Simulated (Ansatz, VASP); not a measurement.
**One calculation of Si, two programs**

```
CELL_PARAMETERS angstrom
0.00000 2.70080 2.70080
2.70080 0.00000 2.70080
2.70080 2.70080 0.00000
ATOMIC_POSITIONS crystal
Si 0.50000 0.50000 0.50000
Si 0.75000 0.75000 0.75000
```

Alike in both runs: functional LDA; k mesh 12 × 12 × 12; occupations gaussian, width 0.02 eV; no spin polarisation.

Ansatz relaxed the structure, and its values are those at the end. VASP's run is a single point on that final structure, the one shown.

```csv
,VASP,Ansatz
version,VASP 6.6.1,Ansatz 0.2.0
potentials or method,"VASP PAW LDA potentials, release 64 (Si)","scalar-relativistic, plane waves, PAW"
plane-wave cutoff (eV),520,420
valence electrons in the cell,8,8
```

|  | VASP | Ansatz | Ansatz less VASP |
| --- | --- | --- | --- |
| gap on the k mesh at the Fermi level (eV) | 0.44 | 0.44 | +0.003 |
| least direct gap on the mesh (eV) | 2.53 | 2.53 | +0.001 |
| pressure (GPa) | 0.1 | 0.0 | -0.06 |

Ansatz warned: «pseudo_functional_mismatch».
